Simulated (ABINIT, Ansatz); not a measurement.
# BP (F-43m): one start, several treatments of the self-energy, part 2 of 2

Wanted: the gap of BP (F-43m) under several approximations, with cost.

ABINIT 10.8.3; PBE and many-body steps on it, plane waves. Known limits of the many-body steps: not at the basis limit.

So far. Step 3 (Screening, 6×6×6 mesh, 177 bands, screening to 283 eV): Local fields lower ε∞ by 9 %. Step 4 (G0W0, Godby-Needs plasmon pole): The gap on the mesh goes from 1.35 eV to 2.08 eV, a correction of +0.73 eV.

### Step 5. G0W0, Hybertsen-Louie plasmon pole

Level of this step: G0W0 on PBE, plane waves, norm-conserving pseudopotentials (ABINIT).

Input file run.abi:

```
acell 3*1.0 Angstrom
rprim 
  0.000000000000 2.269000000000 2.269000000000
  2.269000000000 0.000000000000 2.269000000000
  2.269000000000 2.269000000000 0.000000000000
ntypat 2
znucl 5 15
natom 2
typat 1 2
xred 
  0.000000000000 0.000000000000 0.000000000000
  0.250000000000 0.250000000000 0.250000000000
pp_dirpath "pseudos"
pseudos "B.upf, P.upf"
ecut 34
ngkpt 6 6 6
nshiftk 1
shiftk 0 0 0
kptopt 1
chksymbreak 0
istwfk *1
occopt 1
irdwfk 1
optdriver 4
nband 177
gwcalctyp 0
ecutsigx 34
symsigma 1
nkptgw 2
kptgw 
  0.0000000000 0.0000000000 0.0000000000
  0.5000000000 0.5000000000 0.0000000000
bdgw 
  2 7
  3 6
ecuteps 10.4
irdscr 1
ppmodel 2
indata_prefix "in"
outdata_prefix "out"
tmpdata_prefix "tmp"
```

Started as:

```sh
OMP_NUM_THREADS=1 mpirun -n 4 abinit run.abi > log
```

Output:

```text
.Version 10.8.3 of ABINIT. v10.8.2 released Aug 2026.

 Symmetries : space group F-4 3 m (#216); Bravais cF (face-center cubic)
[... echo of the input left out ...]
== DATASET  1 ==================================================================
-   mpi_nproc: 4, omp_nthreads: 1 (-1 if OMP is not activated)

--- !DatasetInfo
iteration_state: {dtset: 1, }
dimensions: {natom: 2, nkpt: 16, mband: 177, nsppol: 1, nspinor: 1, nspden: 1, mpw: 1524, }
cutoff_energies: {ecut:  34.0, pawecutdg:  -1.0, }
electrons: {nelect:   8.00000000E+00, charge:   0.00000000E+00, occopt:   1.00000000E+00, tsmear:   1.00000000E-02, }

 SIGMA: Calculation of the GW corrections

 Based on a program developped by R.W. Godby, V. Olevano, G. Onida, and L. Reining.
 Incorporated in ABINIT by V. Olevano, G.-M. Rignanese, and M. Torrent.
.Using double precision arithmetic ; gwpc =  8

[... cell and pseudopotentials left out ...]
--------------------------------------------------------------------------------

 ==== K-mesh for the wavefunctions ====
 Number of points in the irreducible wedge :    16
[... list of points left out ...]
 Together with 24 symmetry operations and time-reversal symmetry
 yields   216 points in the full Brillouin Zone.

 ==== Q-mesh for screening function ====
 Number of points in the irreducible wedge :    16
[... list of points left out ...]
 Together with 24 symmetry operations and time-reversal symmetry
 yields   216 points in the full Brillouin Zone.

 vcoul_init : cutoff-mode = AUXILIARY_FUNCTION
 q-points for optical limit:   1
     1)      0.000010    0.000020    0.000030
 setmesh: FFT mesh size selected  =    32x   32x   32
          total number of points  =        32768

 Number of electrons calculated from density =    8.0000; Expected =    8.0000
[...]
number of omega for Sigma on real axis              0
 max omega for Sigma on real axis  [eV]           0.00
 zcut for avoiding poles [eV]                     0.10

 EPSILON^-1 parameters (SCR file):
 dimension of the eps^-1 matrix on file            259
 dimension of the eps^-1 matrix used               259
 number of plane-waves for wavefunctions          1459
 number of bands                                   177
 number of q-points in IBZ                          16
 number of frequencies                               2
 number of real frequencies                          1
 number of imag frequencies                          1

 matrix elements of self-energy operator (all in [eV])

 Perturbative Calculation

--- !SelfEnergy_ee
iteration_state: {dtset: 1, }
kpoint     : [   0.000,    0.000,    0.000, ]
spin       : 1
KS_gap     :    3.407
QP_gap     :    4.374
Delta_QP_KS:    0.967
data: !SigmaeeData |
     Band     E0 <VxcDFT>   SigX SigC(E0)      Z dSigC/dE  Sig(E)    E-E0       E
        2   7.266 -13.300 -15.048   0.463   0.810  -0.234 -14.341  -1.041   6.224
        3   7.266 -13.300 -15.048   0.463   0.810  -0.234 -14.341  -1.041   6.224
        4   7.266 -13.300 -15.048   0.463   0.810  -0.234 -14.341  -1.041   6.224
[...]
--- !SelfEnergy_ee
iteration_state: {dtset: 1, }
kpoint     : [   0.500,    0.500,    0.000, ]
spin       : 1
KS_gap     :    5.461
QP_gap     :    6.469
Delta_QP_KS:    1.008
data: !SigmaeeData |
     Band     E0 <VxcDFT>   SigX SigC(E0)      Z dSigC/dE  Sig(E)    E-E0       E
[...]
5   8.613 -10.826  -6.523  -4.585   0.821  -0.218 -11.057  -0.231   8.382
        6   8.933 -10.680  -6.271  -4.608   0.825  -0.212 -10.845  -0.165   8.768

== END DATASET(S) ==============================================================
================================================================================

 -outvars: echo values of variables after computation  --------
           etotal      0.0000000000E+00
            nband         177
             nkpt          16
          spgroup         216
 [... the other variables as echoed above ...]

 Calculation completed.
```

Elapsed: 31 s, on 4 MPI ranks of Intel Xeon 6975P-C (Granite Rapids), shared host; peak memory 1.3 GiB; 1.9 min of CPU time.

Numbers from this step:

```
G0W0 gap on the points computed              : 2.158 eV
starting gap on the mesh                     : 1.347 eV
k of the valence top                         : 0, 0, 0
k of the conduction bottom                   : 0.5, 0.5, 0
Z at the valence top                         : 0.81
Z at the conduction bottom                   : 0.821
least direct G0W0 gap on the computed points : 4.374 eV
```

Against G0W0 in ABINIT (6×6×6 mesh, 177 bands, screening to 283 eV, Godby-Needs plasmon pole), the gap moves by +0.081 eV.

### Step 6. G0W0, Engel-Farid plasmon pole

run.abi: that of step 5 with these lines changed.

```diff
@@ -37,3 +37,3 @@
 irdscr 1
-ppmodel 2
+ppmodel 4
 indata_prefix "in"
```

Output:

```text
.Version 10.8.3 of ABINIT. v10.8.2 released Aug 2026.

 Symmetries : space group F-4 3 m (#216); Bravais cF (face-center cubic)
[... echo of the input left out ...]
== DATASET  1 ==================================================================
-   mpi_nproc: 4, omp_nthreads: 1 (-1 if OMP is not activated)

--- !DatasetInfo
iteration_state: {dtset: 1, }
dimensions: {natom: 2, nkpt: 16, mband: 177, nsppol: 1, nspinor: 1, nspden: 1, mpw: 1524, }
cutoff_energies: {ecut:  34.0, pawecutdg:  -1.0, }
[...]
Band     E0 <VxcDFT>   SigX SigC(E0)      Z dSigC/dE  Sig(E)    E-E0       E
[...]
5   8.613 -10.826  -6.523  -4.541   0.816  -0.225 -11.021  -0.195   8.418
        6   8.933 -10.680  -6.271  -4.581   0.820  -0.219 -10.821  -0.141   8.792

== END DATASET(S) ==============================================================
================================================================================

 -outvars: echo values of variables after computation  --------
           etotal      0.0000000000E+00
            nband         177
             nkpt          16
          spgroup         216
 [... the other variables as echoed above ...]

 Calculation completed.
```

Run time: 12 s. Hardware: 4 MPI ranks; peak memory 1.2 GiB; 46 s of CPU time.

This step gave:

```yaml
g0w0_gap_on_the_points_computed: 2.169 eV
starting_gap_on_the_mesh: 1.347 eV
k_of_the_valence_top: 0, 0, 0
k_of_the_conduction_bottom: 0.5, 0.5, 0
least_direct_g0w0_gap_on_the_computed_points: 4.371 eV
```

Against G0W0 in ABINIT (6×6×6 mesh, 177 bands, screening to 283 eV, Godby-Needs plasmon pole), the gap moves by +0.092 eV.

### Step 7. One-shot Hartree-Fock

This step: one-shot Hartree-Fock on PBE, plane waves, norm-conserving pseudopotentials.

run.abi: that of step 6 with these lines changed.

```diff
@@ -24,4 +24,4 @@
 optdriver 4
-nband 177
-gwcalctyp 0
+nband 8
+gwcalctyp 5
 ecutsigx 34
@@ -35,5 +35,4 @@
   3 6
-ecuteps 10.4
-irdscr 1
-ppmodel 4
+ixc_sigma 40
+fftgw 31
 indata_prefix "in"
```

Output:

```text
.Version 10.8.3 of ABINIT. v10.8.2 released Aug 2026.

 Symmetries : space group F-4 3 m (#216); Bravais cF (face-center cubic)
[... echo of the input left out ...]
== DATASET  1 ==================================================================
-   mpi_nproc: 4, omp_nthreads: 1 (-1 if OMP is not activated)

--- !DatasetInfo
iteration_state: {dtset: 1, }
dimensions: {natom: 2, nkpt: 16, mband: 8, nsppol: 1, nspinor: 1, nspden: 1, mpw: 1524, }
cutoff_energies: {ecut:  34.0, pawecutdg:  -1.0, }
[...]
Band     E0 <VxcDFT>   SigX SigC(E0)      Z dSigC/dE  Sig(E)    E-E0       E
[...]
5   8.613 -10.826  -6.523   0.000   1.000   0.000  -6.523   4.303  12.916
        6   8.933 -10.680  -6.271   0.000   1.000   0.000  -6.271   4.409  13.341

== END DATASET(S) ==============================================================
================================================================================

 -outvars: echo values of variables after computation  --------
           etotal      0.0000000000E+00
            nband           8
             nkpt          16
          spgroup         216
 [... the other variables as echoed above ...]

 Calculation completed.
```

Run time: 2.4 s. Hardware: 4 MPI ranks; peak memory 0.12 GiB.

This step gave:

| Property | Result |
| --- | --- |
| quasiparticle gap on the points computed | 7.399 eV |
| starting gap on the mesh | 1.347 eV |
| k of the valence top | 0, 0, 0 |
| k of the conduction bottom | 0.5, 0.5, 0 |
| least direct quasiparticle gap on the computed points | 9.943 eV |

Against G0W0 in ABINIT (6×6×6 mesh, 177 bands, screening to 283 eV, Godby-Needs plasmon pole), the gap moves by +5.322 eV.

### Step 8. Side by side

Times are wall times on 4 MPI ranks of Intel Xeon 6975P-C (Granite Rapids), shared host, good to a factor of about two. A run's time includes the screening step that it read.

| run | mesh | bands | screening cutoff (eV) | DFT gap (eV) | gap on the mesh (eV) | direct (eV) | ε∞ used | time |
| --- | --- | --- | --- | --- | --- | --- | --- | --- |
| G0W0, Godby-Needs plasmon pole | 6×6×6 | 177 | 283 | 1.347 | 2.077 | 4.287 | 9.74 | 1.8 min |
| G0W0, Hybertsen-Louie plasmon pole | 6×6×6 | 177 | 283 | 1.347 | 2.158 | 4.374 | 9.74 | 1.8 min |
| G0W0, Engel-Farid plasmon pole | 6×6×6 | 177 | 283 | 1.347 | 2.169 | 4.371 | 9.74 | 91 s |
| one-shot Hartree-Fock | 6×6×6 | - | - | 1.347 | 7.399 | 9.943 | - | 2.4 s |

### Step 9. What came out

```json
{
 "G0W0, Godby-Needs plasmon pole": "2.077 eV",
 "G0W0, Hybertsen-Louie plasmon pole": "2.158 eV",
 "G0W0, Engel-Farid plasmon pole": "2.169 eV",
 "one-shot Hartree-Fock": "7.399 eV",
 "known limits": "not at the basis limit"
}
```

**Reading.** G0W0, Hybertsen-Louie plasmon pole: +0.081 eV against G0W0, Godby-Needs plasmon pole. G0W0, Engel-Farid plasmon pole: +0.092 eV against G0W0, Godby-Needs plasmon pole. One-shot Hartree-Fock: +5.322 eV against G0W0, Godby-Needs plasmon pole. Bare exchange alone opens the gap to 7.40 eV; against G0W0, correlation takes back 5.32 eV. Bands and cutoff are finite, so the gap is not at the basis limit. The miss can reach some tenths of an eV and take either sign; the mesh is an error of its own. In the G0W0 runs levels were corrected at 2 k points alone, so a gap called «on the mesh» is the least over those, and an edge elsewhere would be missed. A denser mesh or path gives a starting gap of 1.26 eV: the GW mesh misses a band edge, so its gaps are not the fundamental one.

[Paths, hosts, dates, memory and timing lines, banners, echoed tables and standing remarks are left out of the program output.]

[Logs are printed without paths, hosts, clocks, repeated set-up lines and the standing remarks that a program may print on its own settings, such as how far it seeks lower states.]

[Runs of the session that timed out or met a known fault of the program may be left out.]

[Hosts, paths, dates, database ids (printed as entryN), source tags and the programs' standing remarks are cut or masked in the printed files.]

[G0W0 gaps are taken among the corrected bands and points alone; a level outside them can change the order at an edge.]

[Where Ansatz stands beside ABINIT at settings called matched, ABINIT's density can come from a denser mesh and the files from another edition; pairs whose starting gaps differed by over 0.03 eV were left out, so agreement reads better than it is.]
